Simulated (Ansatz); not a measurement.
The cell comes from COD entry 9009086, which wasn't checked; take it as a given geometry. The listed cell was then made from it by scaling, straining or moving an atom.

TiO₂: DFT, PBE, PAW with Ansatz's default frozen-core files, scalar-relativistic (Ansatz 0.2.0). What sets it apart from a plain run of this crystal: equal xx and yy strain of +1 %.

Command: `ansatz run input.yaml --threads 2 --pin off --max-ram 6144MiB --backend cpu --events-out ev --progress --plain --runs-dir out` The run took 12 s on 2 threads of Arm Neoverse V1 (shared host), peak memory 0.58 GiB.

```yaml
crystal:
  lattice:
    - [-1.911425, 1.911425, 4.757]
    - [1.911425, -1.911425, 4.757]
    - [1.911425, 1.911425, -4.757]
  atoms:
    - { symbol: Ti, position: [0.0, 0.0, 0.0] }
    - { symbol: Ti, position: [0.75, 0.25, 0.5] }
    - { symbol: O, position: [0.2066, 0.2066, 0.0] }
    - { symbol: O, position: [0.9566, 0.4566, 0.5] }
    - { symbol: O, position: [0.5434, 0.0434, 0.5] }
    - { symbol: O, position: [0.7934, 0.7934, 0.0] }
kpoints:
  mp_grid: { grid: [13, 13, 13] }
scf:
  occupations: { method: fermi_dirac, width: 0.08 }
hamiltonian:
  xc: pbe
  pseudopotentials: { kind: paw }
output:
  forces: true
  stress: true
  eigenvalues: true
  efg: { contact_densities: true }
```

Output (standing set-up lines are left out):

```
basis.fft_grid_basis auto: the FFT boxes are laid along the combinations [[1, 0, 1], [0, 1, 1], [0, 0, 1]] of the cell's own vectors, 3.823, 3.823 and 5.471 Å long. The dense box has 27×27×40 points. Along the cell's own vectors, as sized, it would have 40×40×40, 2.19 times as many. Of the 16 symmetry operations that the crystal satisfies within crystal.symmetry.tolerance (time reversal apart; of a slab, those that keep its plane) the dense box along the cell's own vectors carries 16, and the one as laid loses 14 of those. basis.fft_grid_basis: typed keeps the cell's own vectors: state it where this run's energies or levels are differenced outside the engine with another run's, or held beside a run that keeps those vectors.
Crystal: 6 atoms, lattice volume = 69.520 Å³
Basis set: ecut = 420 eV, 1339 PW (Γ), FFT grids on a1+a3, a2+a3, a3, exchange–correlation on 54×54×80 points (8 copies of the dense FFT grid, shifted against one another)
SCF iter   1: F=—  HF=-7277.475490 eV  |F-HF|=—  |Δ(HF+E_count)|=         —  Δρ=3.33e-3  dr2=2.74e-3  ethr=1.77e-3  ⟨swp⟩=4.4  Hψ=23737  notcnv=0
preconditioner: auto → none  [insulator: Δε(μ)=2.137 eV  Ē_g=9.546 eV  σ=0.080 eV  W_gap=1.00  n_scr=14 (ndim 8)  ℏωp=25.2 eV  f_vac=0.106  D(μ)=0.00/eV (n_scr^D=0)  ε∞_Penn≈8.0]
SCF iter   2: F=—  HF=-7277.477126 eV  |F-HF|=—  |Δ(HF+E_count)|=   1.64e-3  Δρ=2.30e-3  dr2=2.48e-3  ethr=5.72e-6  ⟨swp⟩=2.4  Hψ=10644  notcnv=0
SCF iter   3: F=—  HF=-7277.477187 eV  |F-HF|=—  |Δ(HF+E_count)|=   6.11e-5  Δρ=1.47e-3  dr2=1.03e-3  ethr=5.17e-6  ⟨swp⟩=2.0  Hψ=8718  notcnv=0  defer=1
SCF iter   4: F=—  HF=-7277.477323 eV  |F-HF|=—  |Δ(HF+E_count)|=   1.36e-4  Δρ=6.15e-4  dr2=1.63e-4  ethr=2.15e-6  ⟨swp⟩=2.0  Hψ=6838  notcnv=0  defer=1
SCF iter   5: F=—  HF=-7277.477373 eV  |F-HF|=—  |Δ(HF+E_count)|=   5.02e-5  Δρ=1.21e-4  dr2=5.86e-6  ethr=3.39e-7  ⟨swp⟩=2.0  Hψ=7667  notcnv=0  defer=1
SCF iter   6: F=—  HF=-7277.477217 eV  |F-HF|=—  |Δ(HF+E_count)|=   1.56e-4  Δρ=1.43e-5  dr2=3.14e-8  ethr=2.08e-10  ⟨swp⟩=4.5  Hψ=27882  notcnv=0
SCF iter   7: F=-7277.477217 eV  HF=-7277.477217 eV  |F-HF|=1.03e-9  |Δ(HF+E_count)|=   9.11e-8  Δρ=2.23e-6  dr2=2.48e-9  ethr=6.54e-11  ⟨swp⟩=2.0  Hψ=21263  notcnv=0
SCF 1 converged in 7 iterations: F = -7277.477217 eV  dr2 = 2.48e-9
  greatest PAW one-centre occupation: 0.999 electrons in one spin orbital (limit 2), on the Ti atom at site 1 (counted from 0), in its partial waves of l = 0
SCF converged after 7 iterations
Free energy (F): -7277.477217 eV
Harris-Foulkes:  -7277.477217 eV  (|F-HF|=1.03e-9)
Internal energy: -7277.477217 eV  (E = F + TS)
E sigma→0 (E₀):  -7277.477217 eV
Entropy (-TS):   -0.000000 eV (-0.000 meV/atom)
Fermi energy:    8.180003 eV
--- Per-component energies (eV) ---
  E_band       = -467.881139
  E_kinetic    = 1246.045338
  E_local      = -3619.313913  (includes V_loc(G=0)·N_el)
  E_nonlocal   = 196.399561
  E_hartree    = 1404.066223
  E_xc         = -492.390688
  E_vxc        = -623.519273  (∫ρ·V_xc dr)
  E_paw        = -2721.898039  (= ΣΔE_a)
  E_vpaw       = -475.637047  (= ΣTr[D̂ρ^β])
  E_aug_tail   = 0.010200  (compensation charges beyond the density's cutoff)
  E_ewald      = -3290.395898
  E_smearing   = -0.000000  (= −TS)
  E_closure    = 0.000000  (closes the sum)
  Σ components = -7277.477217   (vs F -7277.477217, Δ=0.00e0)
--- Forces (eV/Å), atoms counted from 1 ---
  atom   1  Ti     0.00000000     0.00000000     0.00000000
  atom   2  Ti     0.00000000     0.00000000     0.00000000
  atom   3  O     -0.00000000    -0.00000000     0.33320105
  atom   4  O      0.00000000    -0.00000000     0.33320105
  atom   5  O     -0.00000000     0.00000000    -0.33320105
  atom   6  O     -0.00000000    -0.00000000    -0.33320105
  max |Σ_I F_I| component: 1.67e-16 eV/Å
--- Stress (GPa, compression-positive) ---
       -0.224008      -0.000000       0.000000
       -0.000000      -0.224008      -0.000000
        0.000000      -0.000000       5.642310
  P = ⅓ Tr σ = 1.7314 GPa (17.314 kbar)
--- PAW observables at the nuclei: V_zz in 10²¹ V/m², potentials from the cell's mean, atoms counted from 1 ---
  atom   1  Ti V_zz =    -1.164521   η = 0.0000   by run symmetry: allowed
            electrostatic potential = -2525.422079 V   contact ρ = 56792.039816 e/Å³
  atom   2  Ti V_zz =    -1.164521   η = 0.0000   by run symmetry: allowed
            electrostatic potential = -2525.422079 V   contact ρ = 56792.039816 e/Å³
  atom   3  O  V_zz =    +2.040978   η = 0.0218   by run symmetry: allowed
            electrostatic potential = -623.090017 V   contact ρ = 2157.404267 e/Å³
  atom   4  O  V_zz =    +2.040978   η = 0.0218   by run symmetry: allowed
            electrostatic potential = -623.090017 V   contact ρ = 2157.404267 e/Å³
  atom   5  O  V_zz =    +2.040978   η = 0.0218   by run symmetry: allowed
            electrostatic potential = -623.090017 V   contact ρ = 2157.404267 e/Å³
  atom   6  O  V_zz =    +2.040978   η = 0.0218   by run symmetry: allowed
            electrostatic potential = -623.090017 V   contact ρ = 2157.404267 e/Å³
--- Band table (eV; the first three rows and the last of 196) ---
  k-point 0: bands = ["-49.3320", "-49.2737", "-25.7994", "-25.5607", "-25.5607", "-25.4897", "-25.4897", "-25.4173", "-10.5412", "-9.5095", "-9.3844", "-9.0239", "3.1319", "3.1958", "3.1958", "3.7652", "4.9838", "4.9838", "4.9853", "6.3197", "6.3408", "6.3408", "6.6039", "6.6039", "9.1398", "9.8803", "11.0275", "11.0275", "11.0343", "11.0343"]
  k-point 1: bands = ["-49.3310", "-49.2743", "-25.7986", "-25.5718", "-25.5638", "-25.4952", "-25.4896", "-25.4144", "-10.4875", "-9.4786", "-9.3625", "-9.0104", "3.0773", "3.1230", "3.1370", "3.7665", "4.8749", "5.0500", "5.0544", "6.1908", "6.2131", "6.3152", "6.3330", "6.6796", "9.3953", "9.9187", "10.7457", "10.8928", "10.9351", "11.0026"]
  k-point 2: bands = ["-49.3280", "-49.2763", "-25.7965", "-25.6001", "-25.5720", "-25.5104", "-25.4883", "-25.4094", "-10.3341", "-9.3948", "-9.3002", "-8.9735", "2.8162", "2.9892", "3.0945", "3.7974", "4.6101", "5.1022", "5.1568", "5.6887", "5.8396", "5.9207", "6.4134", "6.7850", "9.9352", "9.9715", "10.3398", "10.7560", "10.7615", "11.0296"]
  k-point 195: bands = ["-49.3033", "-49.3024", "-25.6284", "-25.6145", "-25.5830", "-25.5722", "-25.4669", "-25.4664", "-9.9484", "-9.9163", "-9.3012", "-9.2831", "3.1302", "3.2861", "3.4450", "3.4729", "4.9188", "4.9899", "5.7187", "5.7803", "5.8323", "5.8860", "6.8366", "6.8582", "9.5340", "9.6178", "10.6933", "10.7628", "11.0243", "11.3353"]
```
